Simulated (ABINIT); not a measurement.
**AlN: single point with PBE**

Crystal: AlN.

```
Al N
1.0
     0.00000    2.03452    2.03452
     2.03452    0.00000    2.03452
     2.03452    2.03452    0.00000
Al N
1 1
Direct
  0.50000 0.50000 0.50000
  0.00000 0.00000 0.00000
```

Measurements of this composition are mostly on another form, of space group No. 186.

```yaml
Program: ABINIT 10.8.3 (patched build)
Task: single point
Functional: PBE
Potentials_or_basis: PseudoDojo NC SR PBE v0.4.1 standard
Cutoff: 952 eV
k_mesh: 8 × 8 × 8
Occupations: fermi-dirac, width 0.05 eV
Spin: no spin polarisation
```

The pressure is -1.1 GPa. The band gap on the k mesh is 4.49 eV, indirect (least direct gap 5.42 eV). The valence electrons inside the program's atomic spheres are Al 1.00; N 5.41.

Levels at points of the mesh, in eV from the valence-band top:
```tsv
k point	band 1	band 2	band 3	band 4	band 5	band 6	band 7	band 8
(0.00, 0.00, 0.00)	-17.36	0.00	0.00	0.00	5.42	12.15	12.15	12.15
(0.50, 0.00, 0.00)	-14.18	-8.17	-1.04	-1.04	6.04	10.92	10.92	12.99
(0.50, 0.50, 0.00)	-13.22	-7.25	-2.74	-2.74	4.49	5.37	13.80	16.93
```

Run time: 3 s on 4 MPI ranks on Arm Neoverse V2, with other jobs on the host, peak memory 0.24 GiB a rank.

A k mesh can miss the band edges. PBE gaps usually lie below the measured ones, often by a third to a half.
